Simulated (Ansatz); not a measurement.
All-electron LAPW in Ansatz 0.2.0 under PBE, scalar-relativistic, energies extrapolated to zero smearing. Slabs are 1×1 cells cut from bulk crystals relaxed on PAW files, with atoms then relaxed, 16 to 20 Å of vacuum, a dipole correction, k spacings of 0.16 to 0.26 Å⁻¹ and smearing of 0.02 to 0.1 eV, without spin–orbit coupling or spin polarisation. The bulk type named needn't be the stable one, and no reconstruction is allowed.

(1) Order these slabs by surface energy, lowest first.
A. diamond Si (110), 3 layers
B. diamond Si (100), 6 layers
C. diamond Si (111), 4 layers
D. diamond Si (110), 2 layers

## Answers

(1) C (1.26 J/m²), D (1.34 J/m²), A (1.55 J/m²), B (2.10 J/m²).
